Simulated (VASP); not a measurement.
# Rh (Fm-3m) in VASP: further runs, part 2 of 2

VASP 6.6.1.

### 3 Relaxation of the atoms, PBEsol (a relaxed cell with its volume scaled by 1.02)

File INCAR:

```
SYSTEM = Rh
  PREC = Accurate
  ENCUT = 600
  EDIFF = 1E-7
  ISMEAR = 1
  SIGMA = 0.1
  LREAL = .False.
  LASPH = .True.
  NELM = 80
  ALGO = Fast
  ISIF = 2
  LWAVE = .False.
  LCHARG = .False.
  GGA = PS
  IBRION = 2
  NSW = 40
  EDIFFG = -0.01
```

File KPOINTS:

```
regular mesh
0
Gamma
  16 16 16
  0 0 0
```

File POSCAR:

```
Rh                                      
1.0
    0.0000000000      1.9022287440      1.9022287440
    1.9022287440      0.0000000000      1.9022287440
    1.9022287440      1.9022287440      0.0000000000
  Rh            
     1
Direct
     0.0000000000000000    0.0000000000000000    0.0000000000000000
```

Potentials or basis: VASP PAW PBE potentials, release 64 (Rh_pv).

Command:

```
$ cat potpaw_PBE.64/Rh_pv/POTCAR > POTCAR
$ mpirun -np 1 vasp_std > vasp.out
```

OUTCAR:

```text
SYSTEM = Rh
   PREC = Accurate
   ENCUT = 600
   EDIFF = 1E-7
   ISMEAR = 1
   LREAL = .False.
   LASPH = .True.
   NELM = 80
   ISIF = 2
   GGA = PS
   IBRION = 2
   NSW = 40
   EDIFFG = -0.01

 ion  position               nearest neighbor table
   1  0.000  0.000  0.000-

  LATTYP: Found a face centered cubic cell.
 ALAT       =     3.8044574880

  Lattice vectors:

 A1 = (   0.0000000000,   1.9022287440,   1.9022287440)
[... 520 lines left out ...]
     11      31.4215      0.00000

 [... further k-points ...]

------------------------ aborting loop because EDIFF is reached ----------------------------------------

  FORCE on cell =-STRESS in cart. coord.  units (eV):
  Direction    XX          YY          ZZ          XY          YZ          ZX
  --------------------------------------------------------------------------------------
  -------------------------------------------------------------------------------------
  Total       -0.4827233     -0.4827233     -0.4827233      0.0000000      0.0000000     -0.0000000
  in kB      -56.1811470    -56.1811470    -56.1811470      0.0000000      0.0000000     -0.0000000
  external PRESSURE =     -56.1811470 kB  Pullay stress =       0.0000000 kB

 VOLUME and BASIS-vectors are now :
 -----------------------------------------------------------------------------
  energy-cutoff  :      600.00
  volume of cell :       13.77
      direct lattice vectors                 reciprocal lattice vectors
     0.000000000  1.902228744  1.902228744    -0.262849566  0.262849566  0.262849566
     1.902228744  0.000000000  1.902228744     0.262849566 -0.262849566  0.262849566
     1.902228744  1.902228744  0.000000000     0.262849566  0.262849566 -0.262849566

 POSITION                                       TOTAL-FORCE (eV/Angst)
 -----------------------------------------------------------------------------------
      0.00000      0.00000      0.00000         0.000000      0.000000      0.000000
 -----------------------------------------------------------------------------------
    total drift:                               -0.000000      0.000000      0.000000

  FREE ENERGIE OF THE ION-ELECTRON SYSTEM (eV)
  ---------------------------------------------------
  free  energy   TOTEN  =        -8.1325144619 eV

  energy  without entropy=       -8.1323013418  energy(sigma->0) =       -8.13244342

 reached required accuracy - stopping structural energy minimisation
```

OSZICAR:

```text
N       E                     dE             d eps       ncg     rms          rms(c)
DAV:   1     0.123237336712E+03    0.12324E+03   -0.10031E+04  3190   0.161E+03
DAV:   2    -0.705954636356E+01   -0.13030E+03   -0.12460E+03  3277   0.408E+02
DAV:   3    -0.875735819860E+01   -0.16978E+01   -0.16502E+01  3667   0.515E+01
DAV:   4    -0.876758141620E+01   -0.10223E-01   -0.10222E-01  3492   0.416E+00
DAV:   5    -0.876774158924E+01   -0.16017E-03   -0.16017E-03  3635   0.488E-01    0.110E+01
RMM:   6    -0.815567180322E+01    0.61207E+00   -0.13955E+00  3190   0.140E+01    0.343E+00
RMM:   7    -0.813715501199E+01    0.18517E-01   -0.68730E-02  3190   0.287E+00    0.153E+00
RMM:   8    -0.813376232575E+01    0.33927E-02   -0.17267E-02  3190   0.184E+00    0.377E-01
RMM:   9    -0.813250478441E+01    0.12575E-02   -0.30138E-03  3190   0.706E-01    0.246E-02
RMM:  10    -0.813251333190E+01   -0.85475E-05   -0.25830E-04  3194   0.234E-01    0.155E-02
RMM:  11    -0.813251441043E+01   -0.10785E-05   -0.49272E-05  3190   0.115E-01    0.581E-03
RMM:  12    -0.813251384913E+01    0.56130E-06   -0.12502E-05  3247   0.573E-02    0.422E-03
RMM:  13    -0.813251433289E+01   -0.48376E-06   -0.36888E-06  3224   0.324E-02    0.524E-04
RMM:  14    -0.813251439544E+01   -0.62553E-07   -0.12400E-06  2793   0.161E-02    0.554E-04
RMM:  15    -0.813251446191E+01   -0.66471E-07   -0.19243E-07  2214   0.704E-03
   1 F= -.81325145E+01 E0= -.81324434E+01  d E =-.813251E+01
```

It took 11 s on 1 thread of Intel Xeon 6975P-C (Granite Rapids), shared host; peak memory 0.16 GiB.

Results:

```yaml
Free_energy: -8.1325 eV
Pressure_after_relaxing: -5.6 GPa
Band_gap_on_the_k_mesh: none (metal or under the smearing width)
```

Final structure:
```yaml
crystal:
  lattice:
    - [0.00000, 1.90223, 1.90223]
    - [1.90223, 0.00000, 1.90223]
    - [1.90223, 1.90223, 0.00000]
  atoms:
    - { symbol: Rh, position: [0.00000, 0.00000, 0.00000] }
```

Caveat: the relaxation stopped at its first step, so nothing moved; the PAW data sets were made with another functional, which shifts forces and pressure a little.

### 4 Relaxation of the atoms, PBEsol (a relaxed cell with its volume scaled by 1.04)

INCAR is that of step 3.

KPOINTS is that of step 3.

File POSCAR:

```
Rh                                      
1.0
    0.0000000000      1.9145812248      1.9145812248
    1.9145812248      0.0000000000      1.9145812248
    1.9145812248      1.9145812248      0.0000000000
  Rh            
     1
Direct
     0.0000000000000000    0.0000000000000000    0.0000000000000000
```

Command:

```
$ cat potpaw_PBE.64/Rh_pv/POTCAR > POTCAR
$ mpirun -np 1 vasp_std > vasp.out
```

Run time: 13 s. Hardware: 1 thread of Intel Xeon 6975P-C (Granite Rapids), shared host; peak memory 0.16 GiB.

It converged, with:

```yaml
Free_energy: -8.1192 eV
Pressure_after_relaxing: -10.5 GPa
Band_gap_on_the_k_mesh: none (metal or under the smearing width)
```

Final structure:
```yaml
crystal:
  lattice:
    - [0.00000, 1.91458, 1.91458]
    - [1.91458, 0.00000, 1.91458]
    - [1.91458, 1.91458, 0.00000]
  atoms:
    - { symbol: Rh, position: [0.00000, 0.00000, 0.00000] }
```

Levels at points of the mesh, in eV from the Fermi level:
| k point | band 5 | band 6 | band 7 | band 8 | band 9 | band 10 |
| --- | --- | --- | --- | --- | --- | --- |
| (0.00, 0.00, 0.00) | -2.98 | -2.98 | -2.98 | -0.94 | -0.94 | 15.96 |
| (0.50, 0.00, 0.00) | -3.05 | -3.05 | 0.57 | 0.57 | 0.69 | 8.39 |
| (0.50, 0.50, 0.00) | -5.78 | 0.55 | 0.97 | 0.97 | 3.17 | 11.98 |

Caveat: the relaxation stopped at its first step, so nothing moved; the PAW data sets were made with another functional, which shifts forces and pressure a little.

### 5 Relaxation of the atoms, PBEsol (a relaxed cell with its volume scaled by 1.06)

INCAR is that of step 4.

KPOINTS is that of step 4.

File POSCAR:

```
Rh                                      
1.0
    0.0000000000      1.9267763385      1.9267763385
    1.9267763385      0.0000000000      1.9267763385
    1.9267763385      1.9267763385      0.0000000000
  Rh            
     1
Direct
     0.0000000000000000    0.0000000000000000    0.0000000000000000
```

Command:

```
$ cat potpaw_PBE.64/Rh_pv/POTCAR > POTCAR
$ mpirun -np 1 vasp_std > vasp.out
```

Wall time 10 s (1 thread of Intel Xeon 6975P-C (Granite Rapids), shared host); peak memory 0.16 GiB.

It converged, with:

```yaml
Free_energy: -8.0982 eV
Pressure_after_relaxing: -14.9 GPa
Band_gap_on_the_k_mesh: none (metal or under the smearing width)
```

Final structure:
```xyz
1
Lattice="0.0000 1.9268 1.9268 1.9268 0.0000 1.9268 1.9268 1.9268 0.0000" Properties=species:S:1:pos:R:3 pbc="T T T"
Rh    0.0000    0.0000    0.0000
```

Levels at points of the mesh, in eV from the Fermi level:
| k point | band 5 | band 6 | band 7 | band 8 | band 9 | band 10 |
| --- | --- | --- | --- | --- | --- | --- |
| (0.00, 0.00, 0.00) | -2.90 | -2.90 | -2.90 | -0.91 | -0.91 | 15.97 |
| (0.50, 0.00, 0.00) | -2.96 | -2.96 | 0.55 | 0.55 | 0.71 | 8.20 |
| (0.50, 0.50, 0.00) | -5.61 | 0.53 | 0.94 | 0.94 | 3.15 | 11.74 |

Caveat: the relaxation stopped at its first step, so nothing moved; the PAW data sets were made with another functional, which shifts forces and pressure a little.

### 6 Overview

| cell | gap on the mesh (eV) | pressure (GPa) |
| --- | --- | --- |
| atoms relaxed | none | 0.0 |
| atoms relaxed from: a relaxed cell with its volume scaled by 1.02 | none | -5.6 |
| atoms relaxed from: a relaxed cell with its volume scaled by 1.04 | none | -10.5 |
| atoms relaxed from: a relaxed cell with its volume scaled by 1.06 | none | -14.9 |

Alike in all rows: task relaxation of the atoms; level PBEsol; potentials or basis VASP PAW PBE potentials, release 64 (Rh_pv); no spin polarisation; k mesh 16 × 16 × 16; cutoff (eV) 600; smearing methfessel-paxton 0.1 eV.

Caveats: the relaxation stopped at its first step, so nothing moved; the PAW data sets were made with another functional, which shifts forces and pressure a little.

Absolute energies hang on the potentials; compare differences alone.
